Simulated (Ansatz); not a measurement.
AlN:

```
Al N
1.0
     3.31212    0.00000    0.00000
    -1.65606    2.86838    0.00000
     0.00000    0.00000    4.18756
Al N
2 2
Direct
  0.66667 0.33333 0.25000
  0.33333 0.66667 0.75000
  0.66667 0.33333 0.75000
  0.33333 0.66667 0.25000
```

Measurements of this composition are mostly on another form, of space group No. 186.

Base run:

- Program: Ansatz 0.2.0
- Functional: LDA
- Potentials or basis: all-electron LAPW, scalar-relativistic
- Cutoff: 339 eV (chosen from the basis error)
- Basis error allowed: 0.002 eV/atom
- k mesh: 9 × 9 × 7
- Occupations: fermi-dirac, width 0.05 eV
- Spin: no spin polarisation

Its results: band gap on the k mesh 3.28 eV, direct; pressure -8.6 GPa.

Q: The run is repeated on the same cell with these changes: functional from LDA to PBE. What comes out?

A: Band gap on the k mesh 3.27 eV, direct; pressure 0.3 GPa.

PBE binds less tightly than LDA, so the same cell stands under more pressure.
